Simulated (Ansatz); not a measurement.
# SnSe (CsCl type): how the settings move a single-point run

Aim: see which settings change the result for SnSe (CsCl type), by how much, and at what cost.

Program: Ansatz 0.2.0. Level of theory: reference: DFT, PBE, PAW with Ansatz's default frozen-core files, scalar-relativistic. These are calculated values, not measurements.

## Step 1: The structure to begin with

It takes space group Pm-3m (No. 221, cubic). The conventional cell has a = 2.711 Å, b = 2.711 Å, c = 2.711 Å, α = 90.00°, β = 90.00°, γ = 90.00°. Around Sn (site symmetry m-3m) lie 8 Se at 2.35 Å. Around Se (site symmetry m-3m) lie 8 Sn at 2.35 Å.

Coordinates:

```xyz
2
Lattice="2.7115 0.0000 0.0000 0.0000 2.7115 0.0000 0.0000 0.0000 2.7115" Properties=species:S:1:pos:R:3 pbc="T T T"
Sn    0.0000    0.0000    0.0000
Se    1.3557    1.3557    1.3557
```

## Step 2: Reference

Input file input.yaml:

```yaml
crystal:
  lattice:
    - [2.7114811087, 0.0, 0.0]
    - [0.0, 2.7114811087, 0.0]
    - [0.0, 0.0, 2.7114811087]
  atoms:
    - { symbol: Sn, position: [0.0, 0.0, 0.0] }
    - { symbol: Se, position: [0.5, 0.5, 0.5] }
kpoints:
  mp_grid: { grid: [14, 14, 14] }
  band_path:
    path:
      - [0.0, 0.0, 0.0]
      - [0.0, 0.5, 0.0]
      - [0.5, 0.5, 0.0]
      - [0.0, 0.0, 0.0]
      - [0.5, 0.5, 0.5]
      - [0.0, 0.5, 0.0]
      - [0.5, 0.5, 0.5]
      - [0.5, 0.5, 0.0]
    npoints: 8
scf:
  occupations: { method: fermi_dirac, width: 0.1 }
hamiltonian:
  xc: pbe
  pseudopotentials: { kind: paw }
output:
  forces: true
  stress: true
  eigenvalues: true
  populations: true
  dos: { projected: true, de: 0.2, e_range: [-14, 8] }
```

Started as:

```sh
$ ansatz run input.yaml --threads 1 --pin off --max-ram 2048MiB --backend cpu --events-out ev --progress --plain --runs-dir out
```

## Step 3: Changing settings: preconditioner ldos, dispersion d3bj

input.yaml, as its differences from that of step 2:

```diff
@@ -23,2 +23,3 @@
   occupations: { method: fermi_dirac, width: 0.1 }
+  mixing: { preconditioner: ldos }
 hamiltonian:
@@ -26,2 +27,3 @@
   pseudopotentials: { kind: paw }
+  dispersion: d3bj
 output:
@@ -31,2 +33 @@
   populations: true
-  dos: { projected: true, de: 0.2, e_range: [-14, 8] }
```

Before running it: what results should come out? Wanted: for each run, ending; energy change; pressure; gap; force.

The runs gave:

```tsv
run	ending	energy change	pressure (GPa)	gap (eV)	force (eV/Å)	cycles	time
reference	converged	0	380.1	0.00	0.00	6	5.1 s
1: preconditioner ldos, dispersion d3bj	converged	-987.3 meV/atom (offset of the dispersion model)	363.8	0.00	0.00	6	4.8 s
```

Times don't compare one to one where runs were asked for different outputs or read a saved state (see the inputs); cycles may leave out searches for a lower state.

Residual by cycle in the longest SCF loop of each run; runs are numbered as in the table. The quantity is the density residual dr2, in eV.

```tsv
cycle	reference	run 1
1	0.0438	0.0438
2	0.0138	0.00824
3	1.6e-4	4.3e-4
4	8.7e-6	7.5e-6
5	8.7e-7	1.5e-7
6	1.9e-8	7.7e-10
```

What this shows: The energy moves by -987.3 meV/atom, nearly all of it the dispersion term itself (-987.3 meV/atom); that offset belongs to the model and is no gain or loss of stability; the pressure goes from 380.1 to 363.8 GPa. Semilocal functionals close small gaps, so the missing gap need not be the real solid's. The structure is not at rest: the sound run finds 380 GPa, so these are no properties of the relaxed crystal. 
